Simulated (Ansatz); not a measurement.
Runs of Ansatz 0.2.0 on C. The structure is hexagonal, space group P6_3/mmc (No. 194). The conventional cell has a = 2.522 Å, b = 2.522 Å, c = 12.356 Å, α = 90.00°, β = 90.00°, γ = 120.00°. Around C (site symmetry 3m) lie 4 C at 1.54 Å. C (site symmetry 3m) has 4 C at 1.54 Å as nearest neighbours. C (site symmetry 3m) has 4 C at 1.54 Å as nearest neighbours. This is a hexagonal form of diamond, not graphite.

```tsv
task	level	potentials or basis	cell	cutoff (eV)	points for each segment of the path	gap on the mesh (eV)	pressure (GPa)	V0 of scaled cells (Å³/atom)	B0 (GPa)	largest force (eV/Å)
relaxation of cell and atoms	revPBE	Ansatz PAW	relaxed	420	-	4.41	0.0	-	-	-
band structure	m-r2SCAN	Ansatz PAW	as given	500	10	(c)	(a)	-	-	0.34
equation of state	LDA	PseudoDojo LDA	as given	1116	-	-	-	5.54	465	-
equation of state	PBE	Ansatz PAW large core	as given	420	-	-	-	5.70	433	-
band structure	PBE	Ansatz PAW	as given	420	10	4.39	2.1	-	-	(b)
```

Alike in all rows: no spin polarisation; k mesh 12 × 12 × 3; smearing fermi-dirac 0.05 eV.

Problem. Estimate the missing entries.

Solution. (a) -2.1; (b) 0.33; (c) 4.60.

Caveats: the PAW data sets come from PBE, with cores solved anew for the run's functional, which leaves a small shift of forces and pressure (some runs); the cell was scaled at fixed shape and fractional positions, which overstates the stiffness of a crystal with free parameters, most of all of layers and chains (some runs); odd divisions of the mesh miss points on the zone boundary, where band edges often lie, so the gap on the mesh can be too wide (some runs); the plane-wave basis is chosen anew once the cell has moved, so the energies of steps on either side of that aren't comparable (some runs).

A k mesh can miss the band edges.
